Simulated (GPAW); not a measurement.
Input of a GPAW 26.7.0 run:

Contents of run.py:

```python
import numpy as np
from ase.dft.bandgap import bandgap
from ase.io import read, write
from gpaw import GPAW, PW
from gpaw.response.df import DielectricFunction

atoms = read('POSCAR')

calc = GPAW(mode=PW(600),
            xc='GLLBSC',
            kpts={'size': (8, 8, 8), 'gamma': True},
            occupations={'name': 'fermi-dirac', 'width': 0.001},
            nbands=11,
            convergence={'density': 1e-06},
            maxiter=150,
            txt='gpaw.txt')
atoms.calc = calc
energy = atoms.get_potential_energy()
calc.write('gs.gpw')
write('result.traj', atoms)
print('Fermi level:', round(calc.get_fermi_level(), 4), 'eV')
print(f'Gap: {bandgap(calc)[0]:.4f} eV, direct: {bandgap(calc, direct=True)[0]:.4f} eV')

for size in [(26, 26, 26)]:
    name = 'x'.join(str(n) for n in size)
    dense = calc.fixed_density(kpts={'size': size, 'gamma': True},
                               nbands=30, convergence={'bands': 24, 'eigenstates': 1e-7},
                               update_fermi_level=True, txt=f'dense-{name}.txt')
    dense.write(f'{name}.gpw', mode='all')
    df = DielectricFunction(f'{name}.gpw', frequencies=np.array([0.0]), hilbert=False, eta=0.001,
                            ecut=80, nbands=24, intraband=False, txt=f'df-{name}.txt')
    for xc in ['RPA']:
        for direction in ['x', 'y', 'z', [0, 1, 1], [1, 0, 1], [1, 1, 0]]:
            e0, e = df.get_macroscopic_dielectric_constant(xc=xc, direction=direction)
            print(f'{name} {xc} {direction}: {e0:.4f} without, {e:.4f} with local fields')
```

The input POSCAR:

```
GaN
1.0
    0.0000000000      2.2535006075      2.2535006075
    2.2535006075      0.0000000000      2.2535006075
    2.2535006075      2.2535006075      0.0000000000
Ga N
1 1
Direct
    0.0000000000      0.0000000000      0.0000000000
    0.2500000000      0.2500000000      0.2500000000
```

Potentials or basis: the program's PAW data sets (release 1.2.1) made for this functional, pw.

Launch:

```bash
$ OMP_NUM_THREADS=1 python run.py
```

Q: What does it give for the electronic dielectric tensor (diagonal)?

A: 4.95.

Q: Predict the band gap on the k mesh, Kohn-Sham part alone.

A: 2.12 eV, direct.

Electronic dielectric tensor:
```
4.95 0.00 0.00
0.00 4.95 0.00
0.00 0.00 4.95
```

Caveat: a model potential gives levels but no total energy; the long-wavelength limit can be off by a per cent or two; response on these states lacks terms of the Hamiltonian.

The gap isn't set beside the measured one, since the derivative discontinuity is missing.
